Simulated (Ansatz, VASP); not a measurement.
**One calculation of C, two programs**

```
C
1.0
     1.28640    0.00000    0.00000
     0.00000    3.18258    0.00000
     0.00000    0.00000    3.25639
C
1
Cartesian
  0.0000 1.5913 0.0000
```

Alike in both runs: functional PBE; k mesh 12 × 10 × 8; occupations gaussian, width 0.1 eV; no spin polarisation.

Ansatz relaxed the structure, and its values are those at the end. VASP's run is a single point on that final structure, the one shown.

|  | VASP | Ansatz |
| --- | --- | --- |
| version | VASP 6.6.1 | Ansatz 0.2.0 |
| potentials or method | VASP PAW PBE potentials, release 64 (C) | scalar-relativistic, plane waves, PAW |
| plane-wave cutoff (eV) | 520 | 420 |
| valence electrons in the cell | 4 | 4 |

```csv
,VASP,Ansatz,Ansatz less VASP
gap on the k mesh at the Fermi level (eV),none,none,-
pressure (GPa),-0.1,0.1,+0.15
```

A gap of «none» marks a metal or a gap that the smearing closes.

Caveats: the k mesh is coarse (spacing up to 0.41 Å⁻¹), so the values aren't converged.
